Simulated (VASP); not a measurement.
# FePt (Tetraferroplatinum) (P4/mmm) in VASP: reference runs

How does FePt (Tetraferroplatinum) come out in PBE? The cell is run as given and disturbed.

Program: VASP 6.6.1. These are calculated values, not measurements. Logs are shortened: lines on timing, memory, paths and dates and some standing lists are left out, and cuts for length are marked.

## (1) Starting point

The structure is tetragonal, space group P4/mmm (No. 123). The conventional cell has a = 2.724 Å, b = 2.724 Å, c = 3.720 Å, α = 90.00°, β = 90.00°, γ = 90.00°. Around Pt (site symmetry 4/mmm) lie 8 Fe at 2.68 Å and 4 Pt at 2.72 Å. Fe (site symmetry 4/mmm) is surrounded by 8 Pt at 2.68 Å and 4 Fe at 2.72 Å.

## (2) Single point, PBE, collinear spin, ferromagnetic start

File INCAR:

```
PREC     = Accurate       # precision mode
ENCUT    = 520            # plane-wave cutoff, eV
EDIFF    = 1E-7           # SCF threshold, eV
ISMEAR   = -1             # smearing method
SIGMA    = 0.05           # smearing width, eV
LREAL    = False          # projectors in reciprocal space
LASPH    = True           # aspherical terms in the spheres
NELM     = 100            # most SCF steps
ALGO     = Normal         # electronic algorithm
ISIF     = 2              # what is computed and relaxed
LWAVE    = False          # write WAVECAR
LCHARG   = False          # write CHGCAR
ISPIN    = 2              # spin polarisation
MAGMOM   = 0 3            # initial moments
LORBIT   = 11             # projections on sites
LMAXMIX  = 4              # l up to which the mixer works
GGA      = PE             # functional
NBANDS   = 20             # bands
```

File KPOINTS:

```
regular mesh
0
Gamma
  10 10 7
```

File POSCAR:

```
FePt
1.0
    2.7235000000      0.0000000000      0.0000000000
    0.0000000000      2.7235000000      0.0000000000
    0.0000000000      0.0000000000      3.7200000000
Pt Fe
1 1
Direct
    0.5000000000      0.5000000000      0.5000000000
    0.0000000000      0.0000000000      0.0000000000
```

Potentials or basis: VASP PAW PBE potentials, release 64 (Pt, Fe).

Run with:

```
cat potpaw_PBE.64/Pt/POTCAR potpaw_PBE.64/Fe/POTCAR > POTCAR
mpirun -np 1 vasp_std > vasp.out
```

OUTCAR:

```text
PREC = Accurate
   ENCUT = 520
   EDIFF = 1E-7
   ISMEAR = -1
   LREAL = False
   LASPH = True
   NELM = 100
   ISIF = 2
   ISPIN = 2
   LORBIT = 11
   GGA = PE

 ion  position               nearest neighbor table
   1  0.500  0.500  0.500-   2 2.68   2 2.68   2 2.68   2 2.68   2 2.68   2 2.68   2 2.68   2 2.68

   2  0.000  0.000  0.000-   1 2.68   1 2.68   1 2.68   1 2.68   1 2.68   1 2.68   1 2.68   1 2.68

  LATTYP: Found a simple tetragonal cell.
 ALAT       =     2.7235000000
 C/A-ratio  =     1.3658894804

  Lattice vectors:

 A1 = (   2.7235000000,   0.0000000000,   0.0000000000)
 A2 = (   0.0000000000,   2.7235000000,   0.0000000000)
 A3 = (   0.0000000000,   0.0000000000,   3.7200000000)

Analysis of symmetry for initial positions (statically):
=====================================================================
 Subroutine PRICEL returns:
 Original cell was already a primitive cell.

 Routine SETGRP: Setting up the symmetry group for a
 simple tetragonal supercell.

 Subroutine GETGRP returns: Found 16 space group operations
 (whereof 16 operations were pure point group operations)
 out of a pool of 16 trial point group operations.

The static configuration has the point symmetry D_4h.

Analysis of symmetry for dynamics (positions and initial velocities):
=====================================================================
 Subroutine PRICEL returns:
 Original cell was already a primitive cell.

 Routine SETGRP: Setting up the symmetry group for a
 simple tetragonal supercell.

 Subroutine GETGRP returns: Found 16 space group operations
 (whereof 16 operations were pure point group operations)
 out of a pool of 16 trial point group operations.

The dynamic configuration has the point symmetry D_4h.

Analysis of structural, dynamic, and magnetic symmetry:
=====================================================================
 Subroutine PRICEL returns:
 Original cell was already a primitive cell.

 Routine SETGRP: Setting up the symmetry group for a
 simple tetragonal supercell.

 Subroutine GETGRP returns: Found 16 space group operations
 (whereof 16 operations were pure point group operations)
 out of a pool of 16 trial point group operations.

The overall configuration has the point symmetry D_4h.

 Subroutine INISYM returns: Found 16 space group operations
 (whereof 16 operations are pure point group operations),
 and found     1 'primitive' translations

----------------------------------------------------------------------------------------

                                     Primitive cell

  volume of cell :      27.5929

  direct lattice vectors                    reciprocal lattice vectors
     2.723500000  0.000000000  0.000000000     0.367174592  0.000000000  0.000000000
     0.000000000  2.723500000  0.000000000     0.000000000  0.367174592  0.000000000
     0.000000000  0.000000000  3.720000000     0.000000000  0.000000000  0.268817204

  length of vectors
     2.723500000  2.723500000  3.720000000     0.367174592  0.367174592  0.268817204

  position of ions in fractional coordinates (direct lattice)
     0.500000000  0.500000000  0.500000000
     0.000000000  0.000000000  0.000000000

  ion indices of the primitive-cell ions
   primitive index   ion index
                 1           1
                 2           2

----------------------------------------------------------------------------------------

 KPOINTS: regular mesh

Automatic generation of k-mesh.
 Grid dimensions read from file:
 generate k-points for:   10   10    7

 Generating k-lattice:

  Cartesian coordinates                     Fractional coordinates (reciprocal lattice)
     0.036717459  0.000000000  0.000000000     0.100000000  0.000000000  0.000000000
     0.000000000  0.036717459  0.000000000     0.000000000  0.100000000  0.000000000
     0.000000000  0.000000000  0.038402458     0.000000000  0.000000000  0.142857143

  Length of vectors
     0.036717459  0.036717459  0.038402458

  Shift w.r.t. Gamma in fractional coordinates (k-lattice)
     0.000000000  0.000000000  0.000000000

 Subroutine IBZKPT returns following result:
 ===========================================

 Found     84 irreducible k-points:

 Following reciprocal coordinates:
            Coordinates               Weight
  0.000000  0.000000  0.000000      1.000000
  0.100000  0.000000  0.000000      4.000000
  0.200000  0.000000  0.000000      4.000000
  0.300000  0.000000  0.000000      4.000000
  0.400000  0.000000  0.000000      4.000000
  0.500000  0.000000  0.000000      2.000000
[... 16 lines left out ...]
  0.100000  0.000000  0.142857      8.000000
  0.200000  0.000000  0.142857      8.000000
 [... further k-points ...]
   k-points           NKPTS =     84   k-points in BZ     NKDIM =     84   number of bands    NBANDS=     20
   number of dos      NEDOS =    301   number of ions     NIONS =      2
   total plane-waves  NPLWV =  11200
   dimension x,y,z NGX =    20 NGY =   20 NGZ =   28
   dimension x,y,z NGXF=    40 NGYF=   40 NGZF=   56
   ions per type =               1   1
   NGX,Y,Z   is equivalent  to a cutoff of  12.21, 12.21, 12.51 a.u.
   NGXF,Y,Z  is equivalent  to a cutoff of  24.42, 24.42, 25.03 a.u.
 SYSTEM =  unknown system
   PREC   = accura    normal or accurate (medium, high low for compatibility)
   ISTART =      0    job   : 0-new  1-cont  2-samecut
   ICHARG =      2    charge: 1-file 2-atom 10-const
   ISPIN  =      2    spin polarized calculation?
   LNONCOLLINEAR =      F non collinear calculations
   LSORBIT =      F    spin-orbit coupling
   LASPH  =      T    aspherical Exc in radial PAW
   ENCUT  =  520.0 eV  38.22 Ry    6.18 a.u.   5.06  5.06  6.92*2*pi/ulx,y,z
   NELM   =    100;   NELMIN=  2; NELMDL= -5     # of ELM steps
   EDIFF  = 0.1E-06   stopping-criterion for ELM
   LREAL  =      F    real-space projection
   EDIFFG = 0.1E-05   stopping-criterion for IOM
   NSW    =      0    number of steps for IOM
   IBRION =     -1    ionic relax: 0-MD 1-quasi-New 2-CG
   NFREE  =      0    steps in history (QN), initial steepest desc. (CG)
   ISIF   =      2    stress and relaxation
   ISYM   =      2    0-nonsym 1-usesym 2-fastsym
   POTIM  = 0.5000    time-step for ionic-motion
   TEBEG  =    0.0;   TEEND  =   0.0 temperature during run
   PSTRESS=    0.0 pullay stress
   NELECT =      18.0000    total number of electrons
   NUPDOWN=      -1.0000    fix difference up-down
   EMIN   =  10.00;   EMAX   =-10.00  energy-range for DOS
   EFERMI =   0.00;   METHOD = LEGACY
   ISMEAR =    -1;   SIGMA  =   0.05  broadening in eV -4-tet -1-fermi 0-gaus
   EFERMI_NEDOS =   21; number of points for ismear=-14 and -15
   IALGO  =     38    algorithm
   IMIX   =      4    mixing-type and parameters
     AMIX     =   0.40;   BMIX     =  1.00
     AMIX_MAG =   1.60;   BMIX_MAG =  1.00
  volume/ion in A,a.u.               =      13.80        93.10
  Fermi-wavevector in a.u.,A,eV,Ry     =   1.419819  2.683070 27.427809  2.015887
  Thomas-Fermi vector in A             =   2.540800
   LORBIT       =     11    0 simple, 1 ext, 2 COOP (PROOUT), +10 PAW based schemes
   GGA     = PE    functional components
   LHFCALC =     F    Hartree Fock is set to
   AEXX    =    0.0000 exact exchange contribution
   IVDW    =     0    specifies the selected vdW correction
   LEPSILON=     F    determine dielectric tensor
   LRPA    =     F    only Hartree local field effects (RPA)
 spin polarized calculation
  energy-cutoff  :      520.00
  volume of cell :       27.59
 maximum number of plane-waves:       758
   NGX = 11   NGY = 11   NGZ = 13

 number of electron      17.9999997 magnetization       3.2746043

 Free energy of the ion-electron system (eV)
  ---------------------------------------------------
  ext. energy  EPLUGINS =         0.00000000
  ---------------------------------------------------
  free energy    TOTEN  =       -14.80660459 eV

  energy without entropy =      -14.79530727  energy(sigma->0) =      -14.80095593

 E-fermi :   8.7212     XC(G=0): -13.0581

 val. band max:        8.6699902608   @ k =   0.3000   0.2000   0.0000
 cond. band min:       8.7324084883   @ k =   0.5000   0.4000   0.1429
 fundamental gap:      0.0624182275
 Fermi energy:         8.7211666242

 spin component 1

 k-point     1 :       0.0000    0.0000    0.0000
  band No.  band energies     occupation
      1      -0.8883      1.00000
      2       2.3459      1.00000
      3       2.5278      1.00000
      4       5.2564      1.00000
      5       5.2564      1.00000
      6       5.7819      1.00000
[... 12 lines left out ...]
     19      30.2311      0.00000
     20      30.2311      0.00000

 k-point     2 :       0.1000    0.0000    0.0000
  band No.  band energies     occupation
      1      -0.6293      1.00000
      2       2.4843      1.00000
      3       2.7035      1.00000
      4       5.1517      1.00000
      5       5.3303      1.00000
      6       5.8480      1.00000
[... 12 lines left out ...]
     19      29.9024      0.00000
     20      30.7150      0.00000
[... 465 lines left out ...]
      3       2.7811      1.00000
      4       5.2054      1.00000
      5       5.4039      1.00000
      6       5.7842      1.00000
[... 12 lines left out ...]
     19      29.9161      0.00000
     20      30.4035      0.00000

 k-point    24 :       0.2000    0.0000    0.1429
  band No.  band energies     occupation
      1       0.3104      1.00000
      2       2.8699      1.00000
      3       3.3601      1.00000
      4       4.8769      1.00000
      5       5.5121      1.00000
      6       5.9023      1.00000
[... 12 lines left out ...]
     19      31.7054      0.00000
     20      31.9346      0.00000

 [... further k-points ...]

 spin component 2

 k-point     1 :       0.0000    0.0000    0.0000
  band No.  band energies     occupation
      1      -0.7533      1.00000
      2       2.9250      1.00000
      3       2.9260      1.00000
      4       6.3340      1.00000
      5       6.3340      1.00000
      6       7.9086      1.00000
[... 12 lines left out ...]
     19      30.3343      0.00000
     20      30.3343      0.00000

 k-point     2 :       0.1000    0.0000    0.0000
  band No.  band energies     occupation
      1      -0.4930      1.00000
      2       3.0187      1.00000
      3       3.1544      1.00000
      4       6.0862      1.00000
      5       6.4060      1.00000
      6       7.7576      1.00000
[... 12 lines left out ...]
     19      30.3203      0.00000
     20      30.8190      0.00000
[... 465 lines left out ...]
      3       3.2325      1.00000
      4       6.1051      1.00000
      5       6.4538      1.00000
      6       7.7812      1.00000
[... 12 lines left out ...]
     19      30.4099      0.00000
     20      30.5972      0.00000

 k-point    24 :       0.2000    0.0000    0.1429
  band No.  band energies     occupation
      1       0.4545      1.00000
      2       3.3287      1.00000
      3       3.8831      1.00000
      4       5.4270      1.00000
      5       6.5821      1.00000
      6       7.3245      1.00000
[... 12 lines left out ...]
     19      31.9184      0.00000
     20      32.2210      0.00000

 [... further k-points ...]
[... 5 lines left out ...]
  --------------------------------------------------------------------------------------
  -------------------------------------------------------------------------------------
  Total        0.4805138      0.4805138      0.5752088      0.0000000      0.0000000     -0.0000000
  in kB       27.9009340     27.9009340     33.3993824      0.0000000      0.0000000     -0.0000000
  external PRESSURE =      29.7337502 kB  Pullay stress =       0.0000000 kB

 VOLUME and BASIS-vectors are now :
 -----------------------------------------------------------------------------
  energy-cutoff  :      520.00
  volume of cell :       27.59
      direct lattice vectors                 reciprocal lattice vectors
     2.723500000  0.000000000  0.000000000     0.367174592  0.000000000  0.000000000
     0.000000000  2.723500000  0.000000000     0.000000000  0.367174592  0.000000000
     0.000000000  0.000000000  3.720000000     0.000000000  0.000000000  0.268817204

 POSITION                                       TOTAL-FORCE (eV/Angst)
 -----------------------------------------------------------------------------------
      1.36175      1.36175      1.86000         0.000000      0.000000      0.000000
      0.00000      0.00000      0.00000         0.000000      0.000000      0.000000
 -----------------------------------------------------------------------------------
    total drift:                                0.000000      0.000000      0.000000

  FREE ENERGIE OF THE ION-ELECTRON SYSTEM (eV)
  ---------------------------------------------------
  free  energy   TOTEN  =       -14.8066045930 eV

  energy  without entropy=      -14.7953072674  energy(sigma->0) =      -14.80095593

 total charge

# of ion       s       p       d       tot
------------------------------------------
    1        0.714   0.666   8.056   9.435
    2        0.409   0.452   6.125   6.987
--------------------------------------------------
tot          1.124   1.118  14.181  16.422

 magnetization (x)

# of ion       s       p       d       tot
------------------------------------------
    1       -0.026  -0.066   0.428   0.336
    2        0.005  -0.007   2.918   2.916
--------------------------------------------------
tot         -0.021  -0.074   3.346   3.251
```

Wall time 64 s (1 thread of Intel Xeon Platinum 8488C (Sapphire Rapids), shared host); peak memory 0.19 GiB.

What came out:

```yaml
Free_energy: -14.8066 eV
Pressure: 3.0 GPa
Band_gap_on_the_k_mesh: none (metal or under the smearing width)
Net_moment: 3.27 μB per cell
Site_moments: Pt +0.34; Fe +2.92 μB
Valence_electrons_inside_the_program's_atomic_spheres: Pt 9.44; Fe 6.99
```

Stress tensor (GPa, compression positive):
```
2.79 0.00 0.00
0.00 2.79 0.00
0.00 0.00 3.34
```

Levels at points of the mesh, in eV from the Fermi level:
Spin up:
```tsv
k point	band 9	band 10	band 11	band 12	band 13	band 14
(0.00, 0.00, 0.00)	-0.55	-0.42	-0.42	2.27	9.75	11.64
(0.50, 0.00, 0.00)	-2.17	-1.65	0.12	2.01	10.44	10.54
(0.50, 0.50, 0.00)	-0.50	0.53	1.59	1.59	7.57	10.01
```
Spin down:
| k point | band 6 | band 7 | band 8 | band 9 | band 10 | band 11 |
| --- | --- | --- | --- | --- | --- | --- |
| (0.00, 0.00, 0.00) | -0.81 | -0.78 | 0.57 | 1.65 | 1.65 | 1.67 |
| (0.50, 0.00, 0.00) | -1.39 | -1.20 | -0.90 | 0.51 | 0.67 | 2.35 |
| (0.50, 0.50, 0.00) | 1.23 | 1.63 | 1.70 | 1.72 | 1.72 | 1.73 |

[end of part 1 of 2]
